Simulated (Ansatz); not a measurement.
## Lattice dynamics at Γ of RbCl (Fm-3m)

Perturbation theory with PBEsol in Ansatz on the PBEsol cell, ground state and force constants on a 6×6×6 mesh. The values are computed, spin-unpolarised, and not measurements.

Space group Fm-3m (No. 225), cubic; a = 6.544 Å in the conventional setting, 35.04 Å³ an atom. Around Rb lie 6 Cl at 3.27 Å; around Cl lie 6 Rb at 3.27 Å.

```xyz
2
Lattice="0.0000 3.2722 3.2722 3.2722 0.0000 3.2722 3.2722 3.2722 0.0000" Properties=species:S:1:pos:R:3 pbc="T T T"
Rb    0.0000    0.0000    0.0000
Cl    3.2722    3.2722    3.2722
```

Optical modes without the longitudinal term:
```
ω (cm⁻¹)  degeneracy  IR intensity, summed over the level ((D/Å)²/amu)
     113           3                                              3.75
```

The optical mode at Γ lies at 113 cm⁻¹ without the longitudinal term. With the long-range field the highest mode reaches 169 cm⁻¹.

The clamped-ion dielectric constant comes out as 2.39 in all directions. With the ions relaxed, ε⁰ is 5.4 in all directions. Born charges, averaged over directions: Rb +1.17, Cl -1.17 e.

With one polar mode in a cubic crystal the Lyddane-Sachs-Teller relation applies: (ω_LO/ω_TO)² = (169.2/112.7)² = 2.254, and ε⁰/ε∞ = 5.388/2.390 = 2.254. The refractive index √ε∞ is 1.55.

For comparison, on the r2SCAN cell the mean ε∞ is 2.24 with r2SCAN (ground state on 6×6×6; least gap 5.56 eV), 2.32 with PBE (ground state on 6×6×6; least gap 4.96 eV).
